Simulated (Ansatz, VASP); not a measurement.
# ZnSe (Stilleite): VASP beside Ansatz

```
CELL_PARAMETERS angstrom
4.00760 0.00000 0.00000
2.00380 3.47068 0.00000
2.00380 1.15689 3.27219
ATOMIC_POSITIONS crystal
Zn 0.00000 0.00000 0.00000
Se 0.25000 0.25000 0.25000
```

Alike in both runs: task single point; functional PBEsol; k mesh 6 × 6 × 6; no spin polarisation.

```csv
,VASP,Ansatz
version,VASP 6.6.1,Ansatz 0.2.0
potentials or method,"VASP PAW PBE potentials, release 64 (Zn, Se)","plane waves, PAW"
plane-wave cutoff (eV),520,650
occupations,"methfessel-paxton of order 1, width 0.01 eV","cold, width 0.01 eV"
valence electrons in the cell,18,28
```

```tsv
	VASP	Ansatz	Ansatz less VASP
pressure (GPa)	-0.8	-1.1	-0.26
```

The two sets of potentials don't hold the same shells in valence.

Caveats: the PAW data sets were made with another functional, which shifts forces and pressure a little (VASP). PBEsol gaps usually lie below the measured ones, often by a third to a half.
